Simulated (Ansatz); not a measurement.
# Cu: the cost of one run

Computed with Ansatz 0.2.0 (DFT PBE, scalar-relativistic, plane waves, PAW, unless a step's input says otherwise).

## 1. The structure to begin with

Symmetry: P4/mmm, No. 123, tetragonal system. The conventional cell has a = 2.510 Å, b = 2.510 Å, c = 29.200 Å, α = 90.00°, β = 90.00°, γ = 90.00°. Around Cu (site symmetry 4mm) lie 8 Cu at 2.51 Å. Cu (site symmetry 4mm) is surrounded by 12 Cu at 2.51 Å. Cu (site symmetry 4/mmm) is surrounded by 12 Cu at 2.51 Å.

Structure file:

```
Cu
1.0
     2.51023    0.00000    0.00000
     0.00000    2.51023    0.00000
     0.00000    0.00000   29.20000
Cu
9
Direct
  0.00000 0.00000 0.25685
  0.50000 0.50000 0.31764
  0.00000 0.00000 0.37842
  0.50000 0.50000 0.43921
  0.00000 0.00000 0.50000
  0.50000 0.50000 0.56079
  0.00000 0.00000 0.62158
  0.50000 0.50000 0.68236
  0.00000 0.00000 0.74315
```

## 2. Relaxing the atoms: Cu9 slab, no spin

Input file input.yaml:

```yaml
crystal:
  lattice:
    - [2.5102290732, 0.0, 0.0]
    - [0.0, 2.5102290732, 0.0]
    - [0.0, 0.0, 29.2]
  atoms:
    - { symbol: Cu, position: [0.0, 0.0, 0.2568493151] }
    - { symbol: Cu, position: [0.5, 0.5, 0.3176369863] }
    - { symbol: Cu, position: [0.0, 0.0, 0.3784246575] }
    - { symbol: Cu, position: [0.5, 0.5, 0.4392123288] }
    - { symbol: Cu, position: [0.0, 0.0, 0.5] }
    - { symbol: Cu, position: [0.5, 0.5, 0.5607876712] }
    - { symbol: Cu, position: [0.0, 0.0, 0.6215753425] }
    - { symbol: Cu, position: [0.5, 0.5, 0.6823630137] }
    - { symbol: Cu, position: [0.0, 0.0, 0.7431506849] }
scf:
  occupations: { method: gaussian, width: 0.1 }
output:
  forces: true
  stress: false
  write_density: true
  write_potential: true
  elf: true
  volumetric_format: npy
hamiltonian:
  xc: pbe
efield:
  axis: 3
  dipole_correction: true
kpoints:
  mp_grid: { grid: [16, 16, 1] }
relax:
  f_tol: 0.005
```

Run with:

```bash
ansatz run input.yaml --threads 4 --pin off --max-ram 8192MiB --backend cpu --events-out ev --progress --plain --runs-dir out
```

Q: Estimate wall time and peak memory on 4 threads of Arm Neoverse N1, shared host.

About 4 min, with a peak of 1.2 GiB.
